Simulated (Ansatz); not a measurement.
# Ga8N7: the cost of one run

Computed with Ansatz 0.2.0 (DFT PBE, scalar-relativistic, plane waves, PAW, unless a step's input says otherwise).

3 further runs of the same task are left out: 3 set aside as unsound or not needed.

### 1 The system as given

It takes space group P6_3mc (No. 186, hexagonal). Conventional cell: a = 3.218 Å, b = 3.218 Å, c = 5.243 Å, α = 90.00°, β = 90.00°, γ = 120.00°. Ga (site symmetry 3m) is surrounded by 4 N at 1.97 to 1.98 Å. N (site symmetry 3m) is surrounded by 4 Ga at 1.97 to 1.98 Å.

As a file:

```
CELL_PARAMETERS angstrom
3.21837 0.00000 0.00000
-1.60919 2.78719 0.00000
0.00000 0.00000 5.24317
ATOMIC_POSITIONS crystal
Ga 0.66667 0.33333 0.49913
Ga 0.33333 0.66667 0.99913
N 0.66667 0.33333 0.87587
N 0.33333 0.66667 0.37587
```

It goes back to an entry of the Materials Project.

It is the result of an earlier relaxation at this level (volume 11.76 Å³/atom; gap on the mesh: 1.71 eV).

The host's static dielectric tensor, from an earlier linear-response run, has a mean of 10.89.

The perfect supercell (rows 0 0 1; 2 2 0; -2 0 0 in vectors of this cell) was computed beforehand with the same settings: E(σ→0) = -33343.3472 eV for 16 atoms, gap 1.71 eV on its own mesh.

### 2 The defect cell

The atom at (0.876, 0.167, 0.333) of the supercell is taken out. The other atoms start on their ideal sites. Its neighbours are 3 Ga at 1.97 Å, 1 Ga at 1.98 Å.

### 3 Relaxing the defect, charge 0

File input.yaml:

```yaml
crystal:
  lattice:
    - [0.0, 0.0, 5.2431684095]
    - [3.2183708159, 5.5743817708, 0.0]
    - [-6.4367416318, -1.0e-10, 0.0]
  atoms:
    - { symbol: Ga, position: [0.4991348631, 0.1666666667, 0.3333333333], spin: 0.25 }
    - { symbol: Ga, position: [0.4991348631, 0.1666666667, 0.8333333333] }
    - { symbol: Ga, position: [0.4991348631, 0.6666666667, 0.3333333333] }
    - { symbol: Ga, position: [0.4991348631, 0.6666666667, 0.8333333333] }
    - { symbol: Ga, position: [0.9991348631, 0.3333333333, 0.6666666667], spin: 0.25 }
    - { symbol: Ga, position: [0.9991348631, 0.3333333333, 0.1666666667], spin: 0.25 }
    - { symbol: Ga, position: [0.9991348631, 0.8333333333, 0.6666666667] }
    - { symbol: Ga, position: [0.9991348631, 0.8333333333, 0.1666666667], spin: 0.25 }
    - { symbol: "N", position: [0.8758651369, 0.1666666667, 0.8333333333] }
    - { symbol: "N", position: [0.8758651369, 0.6666666667, 0.3333333333] }
    - { symbol: "N", position: [0.8758651369, 0.6666666667, 0.8333333333] }
    - { symbol: "N", position: [0.3758651369, 0.3333333333, 0.6666666667] }
    - { symbol: "N", position: [0.3758651369, 0.3333333333, 0.1666666667] }
    - { symbol: "N", position: [0.3758651369, 0.8333333333, 0.6666666667] }
    - { symbol: "N", position: [0.3758651369, 0.8333333333, 0.1666666667] }
  host:
    lattice:
      - [3.2183708159, 0.0, 0.0]
      - [-1.609185408, 2.7871908854, 0.0]
      - [0.0, 0.0, 5.2431684095]
    atoms:
      - { symbol: Ga, position: [0.6666666667, 0.3333333333, 0.4991348631] }
      - { symbol: Ga, position: [0.3333333333, 0.6666666667, 0.9991348631] }
      - { symbol: "N", position: [0.6666666667, 0.3333333333, 0.8758651369] }
      - { symbol: "N", position: [0.3333333333, 0.6666666667, 0.3758651369] }
basis:
  ecutwfc: 420
  xc_grid: 2
kpoints:
  mp_grid: { grid: [4, 4, 4], shift: [0.0, 0.0, 0.0] }
hamiltonian:
  xc: pbe
scf:
  occupations: { method: gaussian, width: 0.01 }
output:
  forces: true
  stress: false
  eigenvalues: true
  populations: true
  charged_corrections:
    defect_position: [0.87586514, 0.16666667, 0.33333333]
    epsilon: [[10.4928, 0.0, 0.0], [0.0, 10.4928, 0.0], [0.0, 0.0, 11.6882]]
  write_density: true
  write_potential: true
  elf: true
  volumetric_format: npy
magnetization:
  spin_polarized: true
relax:
  adjacent_minimum: "off"
  f_tol: 0.025
  max_steps: 45
```

On the command line:

```
> ansatz run input.yaml --threads 4 --pin off --max-ram 10240MiB --backend cpu --events-out ev --progress --plain --runs-dir out
```

What time and memory should one allow on 4 threads of Intel Xeon 6975P-C (Granite Rapids), shared host?

About 27 s, with a peak of 0.86 GiB.
